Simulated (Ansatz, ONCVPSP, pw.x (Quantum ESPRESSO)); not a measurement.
# Equation-of-state test of one ONCV potential (Be)

```
Element                 : beryllium
Generator               : ONCVPSP 4.0.1
Type                    : optimised norm-conserving Vanderbilt (ONCV)
Functional              : PBE
Relativity              : scalar-relativistic
Frozen core             : [He]
Valence charge          : 2
Reference configuration : 2s1 (charge +1)
Partial waves           : 2s: rc 2.15 bohr, ncon 4, nbas 9, qcut 3.7 1/bohr, 1 projector; p scattering state at 0.28 Ha: rc 2.15 bohr, ncon 4, nbas 8, qcut 4.2 1/bohr, local
Local potential         : the p channel
Core correction         : polynomial model core, fcfact 0.2
```

In the p channel the program set the typed energies aside and used 0.050 Ha.

Atomic tests: cutoffs needed: 4.9 Ha and 7.3 Ha (the cutoffs (Ha) at which the residual kinetic energy of the hardest occupied pseudo-wave falls to 1 and 0.1 mHa per electron); ghost test: no bound ghost flagged; no localised positive-energy state flagged; largest excitation error: -170 meV (all-electron minus pseudo) for 2s0 2p1, out of 4 test configurations.

Crystal test: fcc Be in pw.x 7.5, no spin, 18³ k-points, Fermi–Dirac smearing 0.01 Ry, cutoffs 50/200 Ry. The reference is all-electron LAPW (Ansatz 0.2.0) with the same functional, mesh and smearing; V0 and B0 come from Birch–Murnaghan fits to the pressures at five volumes. Errors are pseudo minus all-electron; Δ is the rms difference of the E(V) curves that follow from these fits, minima aligned, over ±6 % about the mean V0. Mesh and smearing are coarse, so the numbers serve the comparison and aren't converged zero-temperature values; the lattice is a test structure that the element need not adopt.

| V (Å³/atom) | P all-electron (GPa) | P pseudo (GPa) |
| --- | --- | --- |
| 7.518 | 6.22 | 32.86 |
| 7.716 | 2.75 | 28.19 |
| 7.914 | -0.36 | 23.95 |
| 8.112 | -3.15 | 20.10 |
| 8.310 | -5.65 | 16.59 |

All-electron: a0 = 3.160 Å (V0 = 7.89 Å³/atom), B0 = 119.0 GPa.

Pseudopotential: mean pressure error (GPa): +24.37. The pressure does not cross zero within the volumes sampled, so no fit is given. This is a poor potential for the solid.

Task: At the middle volume, how do free energy and pressure move when the wave cutoff is lowered (ecutrho kept at four times it)?

Result:

```tsv
cutoff (Ry)	shift of F (meV/atom)	shift of P (GPa)
22	+35.1	+0.20
30	+14.2	-0.20
40	+8.5	+0.36
```

The 8 pw.x runs together took about 24 s on one core of a shared server CPU.
